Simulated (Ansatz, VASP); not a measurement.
## ZnCu in VASP and in Ansatz

File INCAR:

```
SYSTEM = ZnCu
  ALGO = Normal
  EDIFF = 1E-6
  ENCUT = 520
  GGA = PE
  ISIF = 2
  ISMEAR = -1
  LASPH = .True.
  LCHARG = .True.
  LELF = .True.
  LREAL = .False.
  LVHAR = .True.
  LWAVE = .False.
  NBANDS = 18
  NELM = 80
  PREC = Accurate
  SIGMA = 0.08
```

KPOINTS

```
k-points
0
Gamma
  14 14 14
  0 0 0
```

File POSCAR:

```
ZnCu
1.0
    2.9450000000     -0.0294500000      0.0000000000
   -0.0294500000      2.9450000000      0.0000000000
    0.0000000000      0.0000000000      2.9450000000
Zn Cu
1 1
Direct
    0.5000000000      0.5000000000      0.5000000000
    0.0000000000      0.0000000000      0.0000000000
```

Input for Ansatz:

```yaml
crystal:
  lattice:
    - [2.945, -0.02945, 0.0]
    - [-0.02945, 2.945, 0.0]
    - [0.0, 0.0, 2.945]
  atoms:
    - { symbol: Zn, position: [0.5, 0.5, 0.5] }
    - { symbol: Cu, position: [0.0, 0.0, 0.0] }
kpoints:
  mp_grid: { grid: [14, 14, 14] }
scf:
  occupations: { method: fermi_dirac, width: 0.08 }
hamiltonian:
  xc: pbe
  pseudopotentials: { kind: all_electron, lapw: { basis_error: 0.00025 } }
output:
  forces: true
  stress: true
  eigenvalues: true
```

Change from the starting cell: xy shear strain of -2 %.

Alike in both runs: task single point; functional PBE; k mesh 14 × 14 × 14; occupations fermi-dirac, width 0.08 eV; no spin polarisation.

|  | VASP | Ansatz |
| --- | --- | --- |
| version | VASP 6.6.1 | Ansatz 0.2.0 |
| potentials or method | VASP PAW PBE potentials, release 64 (Zn, Cu) | all-electron LAPW, scalar-relativistic |
| plane-wave cutoff (eV) | 520 | see its input |

|  | VASP | Ansatz | Ansatz less VASP |
| --- | --- | --- | --- |
| pressure (GPa) | 2.9 | 2.3 | -0.53 |
| largest component of the traceless stress (GPa) | 1.94 | 1.93 | -0.012 |

Ansatz ran all-electron here, so the differences hold the error of VASP's frozen core and of both bases.
